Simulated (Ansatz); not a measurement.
# Sn under changes of volume

One of the cells (27.650 Å³/atom); the others are scaled copies at fixed shape and fractional positions:

```xyz
2
Lattice="-2.9401 2.9401 1.5993 2.9401 -2.9401 1.5993 2.9401 2.9401 -1.5993" Properties=species:S:1:pos:R:3 pbc="T T T"
Sn    0.0000    0.0000    0.0000
Sn    0.0000    2.9401    0.7997
```

| Quantity | Value |
| --- | --- |
| Program | Ansatz 0.2.0 |
| Functional | PBEsol |
| Potentials or basis | Ansatz PAW |
| Cutoff | 420 eV (not typed: the program's choice for these potentials) |
| k mesh | 9 × 9 × 9 |
| Occupations | fermi-dirac, width 0.05 eV |
| Spin | no spin polarisation |

```csv
volume (Å³/atom),energy over the lowest point (meV/atom),pressure (GPa)
25.991,?,?
26.544,0.56,0.8
27.097,0.00,-0.4
27.650,3.23,-1.4
28.203,9.82,-2.4
28.756,19.45,-3.2
29.309,31.76,-3.9
```

Question: What does the run at 25.991 Å³/atom give?

Answer: Energy over the lowest point 5.38 meV/atom; pressure 2.1 GPa.

Worked out: A Birch-Murnaghan fit of order 3 (a polynomial in V^(-2/3)) to the other rows has its minimum at 26.90 Å³/atom with B0 = V·E''(V) = 55 GPa and B' = 4.5 at fixed shape and positions, which overstates the stiffness. It gives 5.35 meV/atom at 25.991 Å³/atom, against the run's 5.38, and -dE/dV = 2.0 GPa, against 2.1.

Energies are extrapolated to zero smearing.

Caveats: the PAW data sets come from PBE, with cores solved anew for the run's functional, which leaves a small shift of forces and pressure.
